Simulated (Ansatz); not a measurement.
Crystal: W.

```
W
1.0
    -1.58234    1.58234    1.58234
     1.58234   -1.58234    1.58234
     1.58234    1.58234   -1.58234
W
1
Cartesian
  0.0000 0.0000 0.0000
```

```yaml
Program: Ansatz 0.2.0
Task: relaxation of cell and atoms
Functional: LDA
Potentials_or_basis: Ansatz PAW
Cutoff: "420 eV (not typed: the program's choice for these potentials)"
k_mesh: 12 × 12 × 12
Occupations: fermi-dirac, width 0.05 eV
Spin: no spin polarisation
```

At the start: volume 15.85 Å³/atom.

Q: Where does the relaxation end?

A: It ends after 4 steps and the volume is 15.40 Å³/atom (-2.8 %); space group Im-3m (No. 229, to 0.05 Å).

Step by step:
```csv
step,energy change (eV),largest force (eV/Å),volume (Å³)
1,0.0000,0.0000,15.85
2,-0.0128,0.0000,15.45
3,-0.0130,0.0000,15.40
4,-0.0129,0.0000,15.40
```

Final structure:
```cif
data_structure
_symmetry_space_group_name_H-M 'P 1'
_symmetry_Int_Tables_number 1
_cell_length_a 2.7144
_cell_length_b 2.7144
_cell_length_c 2.7144
_cell_angle_alpha 109.471
_cell_angle_beta 109.471
_cell_angle_gamma 109.471
_cell_volume 15.40
loop_
_atom_site_label
_atom_site_type_symbol
_atom_site_fract_x
_atom_site_fract_y
_atom_site_fract_z
_atom_site_occupancy
W1 W 0.00000 0.00000 0.00000 1
```

Caveat: the plane-wave basis is chosen anew once the cell has moved, so the energies of steps on either side of that aren't comparable; the PAW data sets come from PBE, with cores solved anew for the run's functional, which leaves a small shift of forces and pressure.
